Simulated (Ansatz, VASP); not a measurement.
One calculation of PbSe (Clausthalite), two programs

Contents of INCAR:

```
SYSTEM = PbSe
PREC = Accurate
ENCUT = 520
EDIFF = 1E-6
ISMEAR = 0
SIGMA = 0.03
LREAL = .FALSE.
LASPH = .TRUE.
NELM = 80
ALGO = Normal
ISIF = 2
LWAVE = .FALSE.
LCHARG = .FALSE.
GGA = PE
```

Contents of KPOINTS:

```
Automatic mesh
0
G
  8 8 8
  0 0 0
```

POSCAR

```
PbSe
1.0
    0.0000000000      3.0606500000      3.0606500000
    3.0606500000      0.0000000000      3.0606500000
    3.0606500000      3.0606500000      0.0000000000
Pb Se
1 1
Direct
    0.0000000000      0.0000000000      0.0000000000
    0.5000000000      0.5000000000      0.5000000000
```

File input.yaml:

```yaml
crystal:
  lattice:
    - [0.0, 3.06065, 3.06065]
    - [3.06065, 0.0, 3.06065]
    - [3.06065, 3.06065, 0.0]
  atoms:
    - { symbol: Pb, position: [0.0, 0.0, 0.0] }
    - { symbol: Se, position: [0.5, 0.5, 0.5] }
hamiltonian:
  xc: pbe
  pseudopotentials: { kind: paw }
kpoints:
  mp_grid: { grid: [8, 8, 8] }
scf:
  occupations: { method: gaussian, width: 0.03 }
output:
  forces: true
  stress: true
  eigenvalues: true
  write_density: true
  write_potential: true
  elf: true
  volumetric_format: npy
```

Alike in both runs: task single point; functional PBE; k mesh 8 × 8 × 8; occupations gaussian, width 0.03 eV; no spin polarisation.

|  | VASP | Ansatz |
| --- | --- | --- |
| version | VASP 6.6.1 | Ansatz 0.2.0 |
| potentials or method | VASP PAW PBE potentials, release 64 (Pb_d, Se) | Ansatz PAW |
| plane-wave cutoff (eV) | 520 | 420 |
| valence electrons in the cell | 20 | 30 |

|  | VASP | Ansatz | Ansatz less VASP |
| --- | --- | --- | --- |
| gap on the k mesh at the Fermi level (eV) | 0.29 | 0.29 | -0.005 |
| least direct gap on the mesh (eV) | 0.29 | 0.29 | -0.005 |
| pressure (GPa) | 2.4 | 2.4 | +0.02 |

The two sets of potentials don't hold the same shells in valence.

Caveats: spin-orbit coupling is left out, which as a rule narrows the gap of such compounds by several tenths of an eV. A k mesh can miss the band edges.
